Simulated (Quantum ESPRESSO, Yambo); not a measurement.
# A GW chain in Yambo: KF (Carobbiite), part 2 of 2

Wanted: ground state, empty states, screening and self-energy for KF (Carobbiite).

Quantum ESPRESSO 7.5 and Yambo 5.3.0; PBE and many-body steps on it, plane waves. Known limits of the many-body steps: not at the basis limit.

So far. Step 2 (Ground state): The gap is direct, at Γ. Step 3 (Bands along the symmetry lines): The gap is 6.199 eV, as in the run before at this level.

### 4. Empty states on the mesh, 6×6×6 mesh, 167 bands

Level of this step: DFT, PBE, plane waves, norm-conserving pseudopotentials (Quantum ESPRESSO).

The sums over transitions need many empty states on a uniform mesh; this step solves for them.

The input, pw.in:

```
&control
  calculation = 'nscf'
  prefix = 'x'
  outdir = 'o'
  pseudo_dir = 'pseudo'
/
&system
  ibrav = 0
  nat = 2
  ntyp = 2
  ecutwfc = 72.0
  nbnd = 167
  force_symmorphic = .true.
/
&electrons
  conv_thr = 1e-9
  electron_maxstep = 80
  diago_full_acc = .true.
  diago_thr_init = 5e-6
/
ATOMIC_SPECIES
  K 39.098 K.upf
  F 18.998 F.upf
CELL_PARAMETERS angstrom
  -0.0000000000 2.6718500000 2.6718500000
  2.6718500000 -0.0000000000 2.6718500000
  2.6718500000 2.6718500000 0.0000000000
ATOMIC_POSITIONS crystal
  K 0.0000000000 0.0000000000 0.0000000000
  F 0.5000000000 0.5000000000 0.5000000000
K_POINTS automatic
  6 6 6 0 0 0
```

Run with:

```sh
$ OMP_NUM_THREADS=1 mpirun -n 4 pw.x -nk 4 -in pw.in > pw.out
```

The program printed:

```text
[banner, memory and clock lines left out]
Program PWSCF v.7.5 starts

     Atomic positions and unit cell read from directory:
     o/x.save/

     Message from routine setup:
     using ibrav=0 with symmetry is DISCOURAGED, use correct ibrav instead

     G-vector sticks info

     bravais-lattice index     =            0
     lattice parameter (alat)  =       7.1405  a.u.
     unit-cell volume          =     257.4322 (a.u.)^3
     number of atoms/cell      =            2
     number of atomic types    =            2
     number of electrons       =        16.00
     number of Kohn-Sham states=          167
     kinetic-energy cutoff     =      72.0000  Ry
     charge density cutoff     =     288.0000  Ry
     Exchange-correlation= PBE
                           (   1   4   3   4   0   0   0)

     celldm(1)=   7.140456  celldm(2)=   0.000000  celldm(3)=   0.000000
     celldm(4)=   0.000000  celldm(5)=   0.000000  celldm(6)=   0.000000

     crystal axes: (cart. coord. in units of alat)
               a(1) = (  -0.000000   0.707107   0.707107 )
               a(2) = (   0.707107  -0.000000   0.707107 )
               a(3) = (   0.707107   0.707107   0.000000 )

     reciprocal axes: (cart. coord. in units 2 pi/alat)
               b(1) = ( -0.707107  0.707107  0.707107 )
               b(2) = (  0.707107 -0.707107  0.707107 )
               b(3) = (  0.707107  0.707107 -0.707107 )
     Pseudo is Norm-conserving + core correction, Zval =  9.0
     Generated using ONCVPSP code by D. R. Hamann
     Using radial grid of 2222 points,  6 beta functions with:
     Pseudo is Norm-conserving + core correction, Zval =  7.0
     Generated using ONCVPSP code by D. R. Hamann
     Using radial grid of  832 points,  5 beta functions with:
     K                 9.00    39.09800     K ( 1.00)
     F                 7.00    18.99800     F ( 1.00)

     48 Sym. Ops., with inversion, found

   Cartesian axes

     site n.     atom                  positions (alat units)
         1        K      tau(   1) = (   0.0000000   0.0000000   0.0000000  )
         2        F      tau(   2) = (   0.7071068   0.7071068   0.7071068  )

     number of k points=    16
                       cart. coord. in units 2pi/alat
        k(    1) = (   0.0000000   0.0000000   0.0000000), wk =   0.0092593
        k(    2) = (   0.1178511   0.1178511  -0.1178511), wk =   0.0740741
        k(    3) = (   0.2357023   0.2357023  -0.2357023), wk =   0.0740741
[...]
[... 4 further rows ...]
        k(   15) = (  -0.1178511  -0.3535534   0.5892557), wk =   0.2222222
        k(   16) = (  -0.7071068   0.2357023   0.0000000), wk =   0.1111111

     Dense  grid:    21187 G-vectors     FFT dimensions: (  40,  40,  40)

     The potential is recalculated from file :
     o/x.save/charge-density

     Starting wfcs are    9 randomized atomic wfcs +  158 random wfcs

     Band Structure Calculation

     End of band structure calculation

          k = 0.0000 0.0000 0.0000 (  2685 PWs)   bands (ev):

   -24.5780 -17.0623  -7.8279  -7.8279  -7.8279   1.5366   1.5366   1.5366
     7.7360  12.2308  12.2308  12.2308  13.8583  13.8583  18.4361  25.8136
    25.8136  25.8136  25.8414  25.8414  25.8414  28.3039  28.3039  28.3039
[...]
[... 9 further rows ...]
[...]
139.7289 139.7289 140.2939 143.7406 143.7435 143.7487 143.7554

          k = 0.1179 0.1179-0.1179 (  2671 PWs)   bands (ev):

[...]
[... 9 further rows ...]
[...]
141.2573 142.2502 145.1856 145.1856 145.9534 146.5163 146.5163

          k = 0.2357 0.2357-0.2357 (  2659 PWs)   bands (ev):

[...]
79.8183  82.9236  82.9236  83.2022  83.2765  83.2765  85.5913  85.5913
     [... 9 further rows ...]
   137.5337 137.5337 137.9772 139.1277 140.6060 141.3117 141.3117 141.9708
   141.9708 144.9791 144.9881 144.9881 146.1534 150.3092 150.6086

          k =-0.3536-0.3536 0.3536 (  2638 PWs)   bands (ev):

     [... further k-points ...]

     highest occupied, lowest unoccupied level (ev):     1.5366    7.7360

     XML data file, pseudopotentials, collected wavefunctions
```

Wall time 14 s (4 MPI ranks of Arm Neoverse V2, shared host); peak memory 0.35 GiB; 57 s of CPU time.

Numbers from this step:

```yaml
gap: 6.199 eV
k_of_the_valence_top: 0, 0, 0
k_of_the_conduction_bottom: 0, 0, 0
least_direct_gap: 6.199 eV
k_points_computed: 16
lowest_point_of_the_top_converged_band_above_the_valence_top: 142.2189 eV
```

On this mesh the gap is 6.199 eV.

### 5. Conversion and set-up

This step: Yambo 5.3.0; conversion and set-up on PBE, plane waves, norm-conserving pseudopotentials.

The states are converted to the many-body program's format and the q mesh is built.

Run with:

```sh
$ (cd o/x.save; p2y > p2y.log; mv SAVE ../..); yambo > setup.log
```

The program printed:

```text
 Yambo, version 5.3.0

 [02] CORE Variables Setup
 =========================

  [02.01] Unit cells
  ==================

  Cell kind             :  FCC
  Atoms in the cell     :  K  F
  number of K  atoms    :  1
  number of F  atoms    :  1

  List of atomic masses
  Mass of K     :  39.09800
  Mass of F     :  18.99800

  List of atomic coordinates    : [cc]
  K1       :  0.000000  0.000000  0.000000  order 1
  F1       :  5.049065  5.049065  5.049065  order 2

  Alat factors          :  5.049065  5.049065  5.049065 [a.u.]
  Direct lattice volume :  257.4322 [a.u.]
  Direct lattice vectors:  A[ 1 ]  A[ 2 ]  A[ 3 ]
   A[ 1 ]: -0.000000  1.000000  1.000000  [iru]
  -0.000000  5.049065  5.049065  [cc]
   A[ 2 ]:  1.000000 -0.000000  1.000000  [iru]
   5.049065 -0.000000  5.049065  [cc]
   A[ 3 ]:  1.000000  1.000000  0.000000  [iru]
   5.049065  5.049065  0.000000  [cc]

  Recip. lattice volume :  0.963556 [a.u.]
  Recip. lattice vectors:  B[ 1 ]  B[ 2 ]  B[ 3 ]
   B[ 1 ]: -0.500000  0.500000  0.500000  [iku]
  -0.622213  0.622213  0.622213  [cc]
   B[ 2 ]:  0.500000 -0.500000  0.500000  [iku]
   0.622213 -0.622213  0.622213  [cc]
   B[ 3 ]:  0.500000  0.500000 -0.500000  [iku]
   0.622213  0.622213 -0.622213  [cc]

  [02.02] Symmetries
  ==================

  Inversion symmetry    : yes
  Spatial inversion     : yes
  Inversion index       :  25
  K-space Time-reversal : no
  Magnetic symmetries   : no
  Group table correct   : yes
  Symmetries units      :  [cc]

   [S  1]:   1.0000      0.22084E-16  0.22084E-16  0.22084E-16   1.0000     -0.22084E-16 -0.22084E-16 -0.22084E-16   1.0000
   [S  2]:  -1.0000     -0.22084E-16  0.22084E-16 -0.22084E-16  -1.0000     -0.22084E-16  0.22084E-16  0.22084E-16   1.0000
   [S  3]:  -1.0000      0.22084E-16 -0.22084E-16 -0.22084E-16   1.0000      0.22084E-16  0.22084E-16 -0.22084E-16  -1.0000
[...]
[... 36 further rows ...]
   [S 47]:  0.22084E-16   1.0000     -0.22084E-16 -0.22084E-16  0.22084E-16  -1.0000       1.0000     -0.22084E-16  0.22084E-16
   [S 48]:  0.22084E-16  -1.0000      0.22084E-16 -0.22084E-16 -0.22084E-16   1.0000       1.0000      0.22084E-16 -0.22084E-16

  [02.03] Reciprocal space
  ========================

  nG shells         :  250
  nG charge         :  21187
  nG WFs            :   3425
  nC WFs            :  2685
  G-vecs. in first 25 shells:  [ Number ]
     1    9   15   27   51   59   65   89  113
    137   169   181   229   259   283   307   331   339
    387   411   459   531   537   561   609
  ...
  Shell energy in first 25 shells:  [ mHa ]
    0.00000      580.723      774.298      1548.60      2129.32      2322.89      3097.19      3677.91      3871.49
    4645.79      5226.51      6194.38      6775.10      6968.68      7742.98      8323.70      8517.27      9291.57
    9872.29      10065.9      10840.2      11420.9      12388.8      12969.5      13163.1
  ...

[...]
WF components:  2654

  [02.05] Energies & Occupations
  ==============================

  [X] === General ===
  [X] Electronic Temperature                        :  0.000000  0.000000 [eV K]
  [X] Bosonic    Temperature                        :  0.000000  0.000000 [eV K]
  [X] Finite Temperature mode                       : no
  [X] El. density                                   :  0.41942E+24 [cm-3]
  [X] Fermi Level                                   :  1.536558 [eV]

  [X] === Gaps and Widths ===
  [X] Conduction Band Min                           :  6.199420 [eV]
  [X] Valence Band Max                              :  0.000000 [eV]
  [X] Filled Bands                                  :   8
  [X] Empty Bands                                   :    9  167
  [X] Direct Gap                                    :  6.199420 [eV]
  [X] Direct Gap localized at k                     :  1
  [X] Indirect Gap                                  :  6.199420 [eV]
  [X] Indirect Gap between kpts                     :  1  1
  [X] Last valence band width                       :  0.344584 [eV]
  [X] 1st conduction band width                     :  3.386119 [eV]

  E @ K [ 1]:  [eV]
   -26.115      -18.599      -9.3644      -9.3644      -9.3644     -0.31652E-10 -0.99106E-11   0.0000
    6.19942  10.69423  10.69423  10.69423  12.32173  12.32173  16.89953  24.27706
  occ @ K [ 1]
   2.000000  2.000000  2.000000  2.000000  2.000000  2.000000  2.000000  2.000000
[...]
E @ K [ 2]:  [eV]
[...]
occ @ K [ 2]
[...]
E @ K [ 3]:  [eV]
[...]
occ @ K [ 3]
[...]
E @ K [ 8]:  [eV]
[...]
occ @ K [ 8]
[...]
E @ K [ 9]:  [eV]
[...]
occ @ K [ 9]
[...]
E @ K [10]:  [eV]
[...]
occ @ K [10]
[...]
E @ K [11]:  [eV]
[...]
occ @ K [11]
[...]
E @ K [12]:  [eV]
[...]
occ @ K [12]
[...]
E @ K [13]:  [eV]
[...]
occ @ K [13]
[...]
E @ K [14]:  [eV]
[...]
occ @ K [14]
[...]
E @ K [15]:  [eV]
[...]
occ @ K [15]
[...]
E @ K [16]:  [eV]
[...]
occ @ K [16]
   2.000000  2.000000  2.000000  2.000000  2.000000  2.000000  2.000000  2.000000
   0.000000  0.000000  0.000000  0.000000  0.000000  0.000000  0.000000  0.000000

 [03] Transferred momenta grid and indexing
 ==========================================

 IBZ Q-points                                      :  16
 BZ  Q-points                                      :  216

 K/Q-points units:
 rlu = crystal or reduced units; cc = cartesian coordinates; iku = interal k-units

 Q [ 1]         [rlu]:  0.000000  0.000000  0.000000
 Q [ 2]         [rlu]:  0.67495E-17  0.67495E-17  0.16667
 Q [ 3]         [rlu]:  0.13499E-16  0.13499E-16  0.33333
[...]
Q [ 8]         [rlu]: -0.33962E-17  0.16667     -0.33333
 Q [ 9]         [rlu]: -0.13499E-16  0.16667     -0.16667
 Q [10]         [rlu]:  0.22403E-16  0.33333      0.33333
     [... 4 further rows ...]
 Q [15]         [rlu]:  0.166667  0.333333 -0.333333
 Q [16]         [rlu]:  0.166667 -0.500000 -0.333333

  [03.01] X indexes
  =================

   [03.01.01] Sigma indexes
   ========================

 [06] Game Over & Game summary
```

Run time: 2.4 s. Hardware: 1 MPI rank; peak memory 0.24 GiB.

### 6. Screening and self-energy, 6×6×6 mesh, 167 bands, screening to 210.9 eV

Now the one-shot GW correction: screening in the RPA, then the self-energy of the levels asked for.

This step: G0W0 on PBE, plane waves, norm-conserving pseudopotentials.

The input, gw1.in:

```
HF_and_locXC
gw0
dyson
ppa
em1d
rim_cut
RandQpts= 1000000
RandGvec= 1 RL
EXXRLvcs= 72 Ry
VXCRLvcs= 288 Ry
Chimod= "HARTREE"
% BndsRnXp
 1 | 167 |
%
NGsBlkXp= 15.5 Ry
% LongDrXp
 1 | 1 | 1 |
%
% GbndRnge
 1 | 167 |
%
DysSolver= "n"
ExtendOut
PPAPntXp= 27.21138 eV
% QPkrange
 1 | 1 | 7 | 10 |
%
```

Run with:

```sh
$ OMP_NUM_THREADS=1 mpirun -n 4 yambo -F gw1.in -J gw1 -C gw1 > gw1.log
```

The program printed:

```text
 Yambo, version 5.3.0

 [02] CORE Variables Setup
 =========================

  [... cell, symmetries and grids as in the set-up ...]

  [02.05] Energies & Occupations
  ==============================

  [X] === General ===
  [X] Electronic Temperature                        :  0.000000  0.000000 [eV K]
  [X] Bosonic    Temperature                        :  0.000000  0.000000 [eV K]
  [X] Finite Temperature mode                       : no
  [X] El. density                                   :  0.41942E+24 [cm-3]
  [X] Fermi Level                                   :  1.536558 [eV]

  [X] === Gaps and Widths ===
  [X] Conduction Band Min                           :  6.199420 [eV]
  [X] Valence Band Max                              :  0.000000 [eV]
  [X] Filled Bands                                  :   8
  [X] Empty Bands                                   :    9  167
  [X] Direct Gap                                    :  6.199420 [eV]
  [X] Direct Gap localized at k                     :  1
  [X] Indirect Gap                                  :  6.199420 [eV]
  [X] Indirect Gap between kpts                     :  1  1
  [X] Last valence band width                       :  0.344584 [eV]
  [X] 1st conduction band width                     :  3.386119 [eV]

 [03] Transferred momenta grid and indexing
 ==========================================

 IBZ Q-points                                      :  16
 BZ  Q-points                                      :  216

 K/Q-points units:
 rlu = crystal or reduced units; cc = cartesian coordinates; iku = interal k-units

 Q [ 1]         [rlu]:  0.000000  0.000000  0.000000
 Q [ 2]         [rlu]:  0.67495E-17  0.67495E-17  0.16667
 Q [ 3]         [rlu]:  0.13499E-16  0.13499E-16  0.33333
 Q [ 4]         [rlu]: -0.33962E-17 -0.33962E-17 -0.50000
 Q [ 5]         [rlu]:  0.11202E-16  0.16667      0.16667
 Q [ 6]         [rlu]:  0.67495E-17  0.16667      0.33333
 Q [ 7]         [rlu]:  0.69507E-16  0.16667      0.50000
 Q [ 8]         [rlu]: -0.33962E-17  0.16667     -0.33333
 Q [ 9]         [rlu]: -0.13499E-16  0.16667     -0.16667
 Q [10]         [rlu]:  0.22403E-16  0.33333      0.33333
     [... 4 further rows ...]
 Q [15]         [rlu]:  0.166667  0.333333 -0.333333
 Q [16]         [rlu]:  0.166667 -0.500000 -0.333333

 [04] Coloumb potential Random Integration (RIM)
 ===============================================

  [04.01] RIM initialization
  ==========================

  * Diagonal components only detected *

  8 x (sBL volume)        :  0.035687 [a.u.]
  sBZ random points       :  1000000
  Points outside the sBZ  :   7968281
  RL volume               :  0.963556 [a.u.]
  Integrated volume       :  0.967391 [a.u.]

  [04.02] RIM integrals
  =====================

  Gamma point sphere radius             :  0.059720 [a.u.]
  Points outside the sphere             :   800476
  [Int_sBZ(q=0) 1/q^2]*(Vol_sBZ)^(-1/3) =:  7.776341
                                 should be <:  7.795600

  Summary of Coulomb integrals for non-metallic bands |Q|[au] RIM/Bare

  Q [1] 0.100000E-4 0.997530 * Q [2] 0.179617 1.068930
  Q [5] 0.207404 1.066842 * Q [9] 0.293314 1.029370
  Q [6] 0.343941 1.022832 * Q [3] 0.359235 1.020719
  Q [10] 0.414809 1.016898 * Q [8] 0.452027 1.014268
  Q [14] 0.463770 1.014084 * Q [7] 0.508035 1.012338
  Q [11] 0.538852 1.011418 * Q [4] 0.538852 1.011206
  Q [12] 0.586628 1.009969 * Q [15] 0.613510 1.009503
  Q [13] 0.622213 1.009835 * Q [16] 0.655870 1.009265

 [05] Dipoles
 ============

  [05.01] Setup: observables and procedures
  =========================================

 [06] Dynamic Dielectric Matrix (PPA)
 ====================================

 [WR./gw1//ndb.pp]---------------------------------------------------------------
  Brillouin Zone Q/K grids (IBZ/BZ)                :   16  216   16  216
  RL vectors                                       :   3479 [WF]
  Coulomb cutoff potential                         : none
  Electronic Temperature                           :  0.000000 [K]
  Bosonic    Temperature                           :  0.000000 [K]
  PPA    diel. fun.  energies                      : Perdew, Burke & Ernzerhof(X)+Perdew, Burke & Ernzerhof(C)
  wavefunctions                                    : Perdew, Burke & Ernzerhof(X)+Perdew, Burke & Ernzerhof(C)
  Global Gauge                                     : length
  X matrix size                                    :  307
  X band range                                     :    1  167
  X e/h energy range                               : -1.000000 -1.000000 [eV]
  X Time ordering                                  : R
  X Hxc Kernel                                     : HARTREE
  X Drude frequency                                :  0.000000  0.000000
  X poles                                          :  100.0000 [o/o]
  RL vectors in the sum                            :   3479
  [r,Vnl] included                                 : yes
  Field direction                                  :  0.577350E-5  0.577350E-5  0.577350E-5
  BZ energy Double Grid                            : no
  BZ energy DbGd points                            : 0
  BZ Q point size factor                           : -1.000000
  X Optical Averaged directions                    : none

 [07] Local Exchange-Correlation + Non-Local Fock
 ================================================

 [VXC] Plane waves :  21187
 [EXS] Plane waves :  2733

 QP @ state[ 1 ] K range:  1  1
 QP @ state[ 1 ] b range:   7  10

 [xc] Functional : Perdew, Burke & Ernzerhof(X)+Perdew, Burke & Ernzerhof(C)
 [xc] LIBXC used to calculate xc functional
  PP Number of Atomic Species                      :  2
  NLCC RL compoments                               :  21187
  PP Number of Atomic Species                      :  2
  NLCC RL compoments                               :  21187

 [xc] E_xc :  -9.052374 [Ha]
      E_xc :  -18.10475 [Ry]

  Local XC kind (lXC) : Perdew, Burke & Ernzerhof(X)+Perdew, Burke & Ernzerhof(C)
  Non-Local XC kind (nlXC) : Hartree-Fock

  Corrections @ K [1] :  [eV]
 <7|nlXC|7> = -29.55653 -0.24641E-16 <7|lXC|7> = -21.89879 -0.94408E-16
 <8|nlXC|8> = -29.55655 -0.66835E-17 <8|lXC|8> = -21.89879  0.94408E-16
 <9|nlXC|9> = -4.044874 -0.32336E-18 <9|lXC|9> = -7.969279  0.000000
 <10|nlXC|10> = -4.984510 -0.60253E-18 <10|lXC|10> = -10.84089 -0.23602E-16

 [08] Dyson equation: Newton solver
 ==================================

  [08.01] G0W0 (W PPA)
  ====================

  [  GW  ] Bands range     :    1  167
  [GW/PPA] G damping       :  0.100000 [eV]

  QP @ state[ 1 ] K range:  1  1
  QP @ state[ 1 ] b range:   7  10

   Sc/G bands                                       :    1  167
   Sc/G damping                                     :  0.100000 ev
   Sc bands terminator                              : no
   Sx RL components                                 :  2733

   QP @ state[ 1 ] K range                          :  1  1
   QP @ state[ 1 ] b range                          :   7  10
   GF energies kind                                 : Perdew, Burke & Ernzerhof(X)+Perdew, Burke & Ernzerhof(C)
   GF WF`s kind                                     : Perdew, Burke & Ernzerhof(X)+Perdew, Burke & Ernzerhof(C)
   Xs energies kind                                 : Perdew, Burke & Ernzerhof(X)+Perdew, Burke & Ernzerhof(C)
   Xs WF`s kind                                     : Perdew, Burke & Ernzerhof(X)+Perdew, Burke & Ernzerhof(C)

 [11] Game Over & Game summary
```

Run time: 6.5 min. Hardware: 4 MPI ranks; peak memory 1.9 GiB; 26 min of CPU time.

This step gave:

- G0W0 gap on the points computed: 9.638 eV
- starting gap on the mesh: 6.199 eV
- k of the valence top: 0, 0, 0
- k of the conduction bottom: 0, 0, 0
- least direct G0W0 gap on the computed points: 9.638 eV
- Z at the valence top: 0.8086
- Z at the conduction bottom: 0.8993

The gap on the mesh goes from 6.20 eV to 9.64 eV, a correction of +3.44 eV.

Limits: finite bands, cutoff and mesh. v1 is the top filled band, c1 the lowest empty one. Levels before and after the correction, in eV, zero at the valence-band top of each column:

```
           conduction bottom  valence top
Kohn-Sham               6.20         0.00
     G0W0               9.64         0.00
```

```
             level  energy (eV)
Kohn-Sham  Γ v2-v1        0.000
Kohn-Sham     Γ c1        6.199
Kohn-Sham     Γ c2       10.694
     G0W0  Γ v2-v1        0.000
     G0W0     Γ c1        9.638
     G0W0     Γ c2       15.533
```

### 7. Where the time went

Times are wall times on the hardware named with each run, good to a factor of about two.

```
                          step     time  share  memory (GiB)
                  ground state      3 s    1 %          0.22
bands along the symmetry lines    3.1 s    1 %           0.2
      empty states on the mesh     14 s    4 %          0.35
         conversion and set-up    2.4 s    1 %          0.24
     screening and self-energy  6.5 min   94 %           1.9
```

### 8. What came out

```json
{"PBE gap": "6.20 eV, direct", "G0W0 gap on the mesh": "9.64 eV", "GW settings": "6×6×6 mesh, 167 bands, screening to 210.9 eV, Godby-Needs plasmon pole", "known limits": "not at the basis limit"}
```

What this shows: G0W0 moves the gap on the mesh from 6.20 eV to 9.64 eV (+3.44 eV), with Z of 0.81 and 0.90 at the edges. Only 1 of the mesh's irreducible points was corrected, so a valley elsewhere could overtake. The dearest step here is «screening and self-energy». Bands and cutoff are finite, so the gap is not at the basis limit. The miss can reach some tenths of an eV and take either sign; the mesh is an error of its own. In the G0W0 run levels were corrected at 1 k point alone, so a gap called «on the mesh» is the least over those, and an edge elsewhere would be missed.

[Paths, hosts, dates, memory and timing lines, banners, echoed tables and standing remarks are left out of the program output.]

[Logs are printed without paths, hosts, clocks, repeated set-up lines and the standing remarks that a program may print on its own settings, such as how far it seeks lower states.]

[Runs of the session that timed out or met a known fault of the program may be left out.]

[Hosts, paths, dates, database ids (printed as entryN), source tags and the programs' standing remarks are cut or masked in the printed files.]
